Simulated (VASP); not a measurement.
## HfN: phonons with PBEsol

HfN:

```
CELL_PARAMETERS angstrom
3.13391 0.00000 0.00000
-1.56695 2.71404 0.00000
0.00000 0.00000 5.41677
ATOMIC_POSITIONS crystal
Hf 0.33333 0.66667 0.25000
Hf 0.66667 0.33333 0.75000
N 0.00000 0.00000 0.50000
N 0.00000 0.00000 0.00000
```

The cell comes from a database or a generator and needn't be the stable form of this composition.

- Program: VASP 6.6.1
- Task: phonons
- Functional: PBEsol
- Potentials or basis: VASP PAW PBE potentials, release 64 (Hf_pv, N)
- Cutoff: 600 eV
- k mesh: 10 × 10 × 6
- Occupations: gaussian, width 0.02 eV
- Spin: no spin polarisation
- Ladder: free
- By perturbation theory: yes
- Further INCAR settings: ALGO = Normal; EDIFF = 1e-08; IBRION = 8; NSW = 1

```
Relaxed volume                                          : 11.33 Å³/atom
Relaxed cell                                            : a = 3.118 Å, b = 3.118 Å, c = 5.382 Å, α = 90.00°, β = 90.00°, γ = 120.00°
Space group after relaxing (to 0.05 Å)                  : P6_3/mmc (No. 194)
Electronic dielectric tensor (diagonal)                 : 15.03, 15.03, 7.88
Born charges (mean of the diagonal)                     : Hf +2.73; N -2.73 e
Highest phonon frequency at Γ, LO-TO splitting left out : 680 cm⁻¹
```

Step by step:
| step | energy change (eV) | largest force (eV/Å) | pressure (GPa) | volume (Å³) |
| --- | --- | --- | --- | --- |
| 1 | 0.0000 | 0.0000 | -4.52 | 46.07 |
| 2 | 0.0294 | 0.0000 | 9.54 | 43.94 |
| 3 | -0.0108 | 0.0000 | -0.03 | 45.33 |
| 4 | -0.0108 | 0.0000 | 0.06 | 45.32 |
| 5 | -0.0108 | 0.0000 | 0.05 | 45.32 |
| 6 | -0.0108 | 0.0000 | 0.05 | 45.32 |
| 7 | -0.0108 | 0.0000 | -0.07 | 45.34 |
| 8 | -0.0108 | 0.0000 | 0.01 | 45.33 |

Final structure:
```xyz
4
Lattice="3.1183 0.0000 0.0000 -1.5592 2.7006 0.0000 0.0000 0.0000 5.3823" Properties=species:S:1:pos:R:3 pbc="T T T"
Hf    0.0000    1.8004    1.3456
Hf    1.5592    0.9002    4.0367
N     3.1183    0.0000    2.6912
N     0.0000    0.0000    0.0000
```

Phonon frequencies in cm⁻¹ (negative: imaginary):
| q point | frequencies |
| --- | --- |
| (0.000, 0.000, 0.000) | 0 0 0 129 140 140 470 470 470 519 519 680 |

Electronic dielectric tensor:
```
15.03  0.00  0.00
 0.00 15.03  0.00
 0.00  0.00  7.88
```

Born effective charge tensors (e):
atom 1, Hf
```
2.43 0.00 0.00
0.00 2.43 0.00
0.00 0.00 3.32
```
atom 2, Hf
```
2.43 0.00 0.00
0.00 2.43 0.00
0.00 0.00 3.32
```
atom 3, N
```
-2.43  0.00  0.00
 0.00 -2.43  0.00
 0.00  0.00 -3.32
```
atom 4, N
```
-2.43  0.00  0.00
 0.00 -2.43  0.00
 0.00  0.00 -3.32
```

It took 13 min on 4 MPI ranks on Intel(R) Xeon(R) 6975P-C (Granite Rapids) (shared host), peak memory 0.65 GiB a rank.

Caveat: the PAW data sets were made with another functional, which shifts forces and pressure a little. Spin-orbit coupling is left out, which matters for the levels of Hf.
